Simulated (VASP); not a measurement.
# CdS: molecular dynamics with a thermostat

CdS, F-43m (no. 216), 8 atoms in the cell. PBE, molecular dynamics; PAW potentials Cd, S (PBE set).

Ensemble: Nose-Hoover; Target temperature (K): 1000.

## Input

INCAR:
```
SYSTEM = CdS
  GGA = PE
  PREC = Normal
  ENCUT = 280
  EDIFF = 1E-6
  NELMIN = 4
  NELM = 60
  ALGO = Normal
  LREAL = Auto
  LASPH = .True.
  ISMEAR = 0
  SIGMA = 0.05
  ISYM = 0
  LWAVE = .False.
  LCHARG = .False.
  IBRION = 0
  NSW = 60
  POTIM = 2.0
  TEBEG = 1000
  ISIF = 2
  RANDOM_SEED = 92641 0 0
  MDALGO = 2
  SMASS = 0
  KPAR = 2
```

KPOINTS:
```
k-points
0
Monkhorst-Pack
  2 2 2
```

POSCAR:
```
CdS
1.0
    5.8330000000      0.0000000000      0.0000000000
    0.0000000000      5.8330000000      0.0000000000
    0.0000000000      0.0000000000      5.8330000000
Cd S
4 4
Direct
    0.0000000000      0.0000000000      0.0000000000
    0.0000000000      0.5000000000      0.5000000000
    0.5000000000      0.0000000000      0.5000000000
    0.5000000000      0.5000000000      0.0000000000
    0.2500000000      0.2500000000      0.2500000000
    0.2500000000      0.7500000000      0.7500000000
    0.7500000000      0.2500000000      0.7500000000
    0.7500000000      0.7500000000      0.2500000000
```

Commands:
```
cat potpaw_PBE.64/Cd/POTCAR potpaw_PBE.64/S/POTCAR > POTCAR
mpirun -np 2 vasp_std > vasp.out
```

## Result

- Mean temperature (K): 953
- Standard error of the mean temperature (K): 229
- Relative fluctuation of the kinetic energy: 0.547
- Canonical value of that fluctuation: 0.309
- Rise of the mean potential energy above the start (meV/atom): 77.2
- Electronic steps per ionic step after the first: 4.1

Course of the run:

| Time (fs) | Temperature (K) | Potential energy less the first (meV/atom) |
|---|---|---|
| 2 | 1000 | 0.0 |
| 12 | 842 | 18.7 |
| 20 | 614 | 50.4 |
| 30 | 478 | 83.6 |
| 38 | 680 | 90.0 |
| 48 | 1527 | 78.9 |
| 56 | 2221 | 76.8 |
| 66 | 1740 | 93.9 |
| 74 | 984 | 107.1 |
| 84 | 522 | 111.2 |
| 92 | 462 | 102.8 |
| 102 | 591 | 84.9 |
| 110 | 760 | 76.4 |
| 120 | 937 | 85.2 |

REPORT:
```
MDALGO =   2
               SCALING =       0
                 CNEXP =     9.000   14.000
           RANDOM_SEED =             92641                0                0

   original number of atomic DOF:         21
   number of independent constraints:      0
   number of active DOF:                  21

========================================
         MD step No.       1
========================================

  Atomic velocities initialized by STEP_tb

  >Energies
                    E_tot             E_pot             E_kin               EPS                ES
   e_b>   -0.23437142E+02   -0.24341967E+02    0.90482560E+00    0.00000000E+00    0.00000000E+00

  >Temperature
               T_sim     T_inst
   tmprt>   1000.000   1000.000

  >Thermostat:
           s(n+1) sdot(n+1)      s(n)   sdot(n)        Qs
   s_b>   0.00000   0.00000   0.00000   0.00000   0.16639

           RANDOM_SEED =             92641               48                0

[... steps left out ...]

========================================
         MD step No.      60
========================================

  >Energies
                    E_tot             E_pot             E_kin               EPS                ES
   e_b>   -0.23437370E+02   -0.23660463E+02    0.84769626E+00    0.80370017E-01   -0.70497353E+00

  >Temperature
               T_sim     T_inst
   tmprt>   1000.000    936.862

  >Thermostat:
           s(n+1) sdot(n+1)      s(n)   sdot(n)        Qs
   s_b>  -0.42297  -0.03372  -0.38956  -0.03310   0.16639

           RANDOM_SEED =             92641               48                0
```

OSZICAR:
```
N       E                     dE             d eps       ncg     rms          rms(c)
DAV:   1     0.361568616757E+03    0.36157E+03   -0.25838E+04   360   0.944E+02
DAV:   2    -0.584763484307E+01   -0.36742E+03   -0.36202E+03   388   0.286E+02
DAV:   3    -0.262734325652E+02   -0.20426E+02   -0.20350E+02   400   0.662E+01
DAV:   4    -0.265544188773E+02   -0.28099E+00   -0.28048E+00   408   0.765E+00
DAV:   5    -0.265587892247E+02   -0.43703E-02   -0.43689E-02   386   0.945E-01    0.163E+01
DAV:   6    -0.243952595228E+02    0.21635E+01   -0.50345E+00   426   0.164E+01    0.128E+01
DAV:   7    -0.243558005607E+02    0.39459E-01   -0.18621E+00   361   0.547E+00    0.587E+00
DAV:   8    -0.243466183870E+02    0.91822E-02   -0.27464E-01   373   0.375E+00    0.757E-01
DAV:   9    -0.243412920687E+02    0.53263E-02   -0.53365E-02   375   0.207E+00    0.228E-01
DAV:  10    -0.243416362030E+02   -0.34413E-03   -0.35060E-03   378   0.440E-01    0.180E-01
DAV:  11    -0.243417028224E+02   -0.66619E-04   -0.21060E-04   366   0.676E-02    0.175E-01
DAV:  12    -0.243417662372E+02   -0.63415E-04   -0.68861E-05   397   0.319E-02    0.111E-01
[... left out ...]
     58 T=   877. E= -.23437295E+02 F= -.23711798E+02 E0= -.23711798E+02  EK= 0.79346E+00 SP= -.59E+00 SK= 0.70E-01
     59 T=   909. E= -.23437314E+02 F= -.23689847E+02 E0= -.23689847E+02  EK= 0.82252E+00 SP= -.65E+00 SK= 0.76E-01
[... last step whole ...]
       N       E                     dE             d eps       ncg     rms          rms(c)
DAV:   1    -0.236604416426E+02    0.29405E-01   -0.28316E-02   586   0.137E+00    0.185E-02
DAV:   2    -0.236604630674E+02   -0.21425E-04   -0.22919E-04   356   0.706E-02    0.110E-02
DAV:   3    -0.236604632152E+02   -0.14785E-06   -0.27562E-06   312   0.918E-03    0.575E-03
DAV:   4    -0.236604631480E+02    0.67183E-07   -0.17472E-07   199   0.224E-03
     60 T=   937. E= -.23437370E+02 F= -.23660463E+02 E0= -.23660463E+02  EK= 0.84770E+00 SP= -.70E+00 SK= 0.80E-01
```

Limits: 120 fs of 8 atoms are too short for converged averages.

VASP 6.6.1 took 152 s on 2 cores (Intel Xeon Platinum 8259CL @ 2.50GHz (Skylake/Cascade Lake)), a shared host.
